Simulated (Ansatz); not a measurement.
## Relaxation path: Re (omega type)

DFT, PBE, PAW with Ansatz's default frozen-core files, scalar-relativistic (Ansatz 0.2.0); a Γ-centred 9×9×13 k mesh, Fermi–Dirac smearing of 0.08 eV, no spin polarisation. The run relaxes shape and atoms at held volume.

Command: `ansatz run input.yaml --threads 1 --pin off --max-ram 3072MiB --backend cpu --events-out ev --progress --plain --runs-dir out` It took 15 s on 1 thread of Arm Neoverse V2, with other jobs on the host, peak memory 0.34 GiB.

PAW: frozen-core files, cutoff 420 eV; forces are relaxed below 0.005 eV/Å.

Each step lists its free energy a cell above the last geometry, the pressure, the cell vectors (Å), and Cartesian positions (Å) with forces (eV/Å).

The first step:

```
step 1  dF = 16.04 meV  P = 147.7 GPa
  cell 4.0342 0.0000 0.0000  -2.0171 3.4937 0.0000  0.0000 0.0000 2.5231
  Re 0.0000 0.0000 0.0000   0.0000 0.0000 0.0000
  Re 0.0000 2.3292 1.2616   0.0000 0.0000 0.0000
  Re 2.0171 1.1646 1.2616   0.0000 0.0000 0.0000
```

Spin–orbit coupling is left out, which matters for the heavy atoms.

Q: Where does the relaxation end, and by which steps?

A: After 4 geometries, with conventional a, b, c = 4.053, 4.053, 2.500 Å, at 11.854 Å³/atom and 147.2 GPa in space group P6/mmm, with a shortest distance of 2.340 Å. The further steps:
```
step 2  dF = 16.76 meV  P = 146.9 GPa  (not accepted)
  cell 4.0724 0.0000 0.0000  -2.0362 3.5268 0.0000  0.0000 0.0000 2.4761
  Re 0.0000 0.0000 0.0000   0.0000 0.0000 0.0000
  Re 0.0000 2.3512 1.2380   0.0000 0.0000 0.0000
  Re 2.0362 1.1756 1.2380   0.0000 0.0000 0.0000
step 3  dF = 0.02 meV  P = 147.2 GPa
  cell 4.0526 0.0000 0.0000  -2.0263 3.5096 0.0000  0.0000 0.0000 2.5003
  Re 0.0000 0.0000 0.0000   0.0000 0.0000 0.0000
  Re 0.0000 2.3398 1.2502   0.0000 0.0000 0.0000
  Re 2.0263 1.1699 1.2502   0.0000 0.0000 0.0000
step 4  dF = 0.00 meV  P = 147.2 GPa
  cell 4.0532 0.0000 0.0000  -2.0266 3.5102 0.0000  0.0000 0.0000 2.4995
  Re 0.0000 0.0000 0.0000   0.0000 0.0000 0.0000
  Re 0.0000 2.3401 1.2498   0.0000 0.0000 0.0000
  Re 2.0266 1.1701 1.2498   0.0000 0.0000 0.0000
step 5  dF = -0.01 meV  P = 147.2 GPa  (same geometry on a basis chosen anew; earlier energies don't compare to the last digit)
  cell 4.0532 0.0000 0.0000  -2.0266 3.5102 0.0000  0.0000 0.0000 2.4995
  Re 0.0000 0.0000 0.0000   0.0000 0.0000 0.0000
  Re 0.0000 2.3401 1.2498   0.0000 0.0000 0.0000
  Re 2.0266 1.1701 1.2498   0.0000 0.0000 0.0000
```
